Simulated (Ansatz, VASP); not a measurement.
MgO: VASP beside Ansatz

The input POSCAR:

```
MgO
1.0
    0.0000000000      2.3732858882      2.3732858882
    2.3732858882      0.0000000000      2.3732858882
    2.3732858882      2.3732858882      0.0000000000
Mg O
1 1
Direct
    0.0000000000      0.0000000000      0.0000000000
    0.2500000000      0.2500000000      0.2500000000
```

The input INCAR.step1:

```
ALGO = Normal
EDIFF = 1E-4
ENCUT = 520
GGA = PE
ISMEAR = 0
LASPH = T
LCHARG = F
LREAL = F
LWAVE = T
NBANDS = 11
NELM = 80
PREC = Accurate
SIGMA = 0.01
```

INCAR.step2

```
ALGO = Normal
EDIFF = 1E-6
ENCUT = 520
ISIF = 2
ISMEAR = 0
ISTART = 1
LASPH = T
LCHARG = T
LELF = T
LMIXTAU = T
LREAL = F
LVHAR = T
LWAVE = F
METAGGA = R2SCAN
NBANDS = 11
NELM = 80
PREC = Accurate
SIGMA = 0.01
```

File KPOINTS:

```
k-points
0
Gamma
  10 10 10
```

Input for Ansatz:

```yaml
crystal:
  lattice:
    - [0.0, 2.3732858882, 2.3732858882]
    - [2.3732858882, 0.0, 2.3732858882]
    - [2.3732858882, 2.3732858882, 0.0]
  atoms:
    - { symbol: Mg, position: [0.0, 0.0, 0.0] }
    - { symbol: O, position: [0.25, 0.25, 0.25] }
kpoints:
  mp_grid: { grid: [10, 10, 10] }
  band_path:
    path:
      - [0.0, 0.0, 0.0]
      - [-0.5, -0.5, 0.0]
      - [-0.375, -0.375, 0.25]
      - [-0.375, 0.0, 0.375]
      - [0.0, 0.0, 0.5]
      - [-0.5, -0.25, 0.25]
    npoints: 1
hamiltonian:
  xc: r2scan
scf:
  occupations: { method: fixed }
  n_extra_bands: 4
output:
  forces: true
  stress: true
  eigenvalues: true
```

Change from the starting cell: hydrostatic strain +4.0%.

Alike in both runs: task single point; functional r2SCAN; k mesh 10 × 10 × 10; no spin polarisation.

```csv
,VASP,Ansatz
version,VASP 6.6.1,Ansatz 0.2.0
potentials or method,"VASP PAW PBE potentials, release 64 (Mg, O)","plane waves, PAW"
plane-wave cutoff (eV),520,500
occupations,"gaussian, width 0.01 eV",fixed
valence electrons in the cell,8,16
```

VASP gave:

```
gap on the k mesh at the Fermi level (eV) : 3.66
pressure (GPa)                            : -12.3
```

Question: Which values does Ansatz return?

Answer: gap on the k mesh at the Fermi level (eV): 3.67; pressure (GPa): -11.7.

The two sets of potentials don't hold the same shells in valence.

Caveats: the PAW data sets were made with another functional, which shifts forces and pressure a little (VASP).
